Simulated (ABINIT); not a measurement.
A run of ABINIT 10.8.3 (patched build):

File run.abi:

```
# Pseudopotentials
pp_dirpath "./"
pseudos "Pb.upf"

# Structure
acell 6.7510937072 6.7510937072 6.7510937072
rprim
     0.0000000000     0.7071067812     0.7071067812
     0.7071067812     0.0000000000     0.7071067812
     0.7071067812     0.7071067812     0.0000000000
ntypat 1
znucl 82
natom 1
typat 1
xred
     0.0000000000     0.0000000000     0.0000000000
chkprim 0
chksymtnons 0
tolsym 1.0e-6

# Plane-wave basis
ecut 44.0

# k points
kptopt 1
ngkpt 7 7 7
nshiftk 1
shiftk 0.0 0.0 0.0

# Exchange and correlation
ixc 11

# Bands and occupations
nband 30
occopt 3
tsmear 0.00183747

# Spin
nspinor 2
nspden 1
so_psp 1*1

# SCF cycle
nstep 100
tolvrs 1.0e-10

# Output
iomode 3
prtwf 0
prteig 0
prtebands 0
enunit 2
prtden 1
prtvha 1
prtvclmb 1
prtpot 1
```

Potentials or basis: PseudoDojo NC FR PBE v0.4 stringent.

Launch:

```sh
$ mpirun --bind-to none -np 4 abinit run.abi > log 2>&1
```

Hardware: 4 MPI ranks on Arm Neoverse V1, with other jobs on the host.

Q: Estimate the wall time of this run.

A: It took 42 s on 4 MPI ranks on Arm Neoverse V1, on a shared host, peak memory 0.36 GiB a rank. Counts: scf iterations 9, mpi ranks 4, k points 20, bands 30, plane waves 3071.
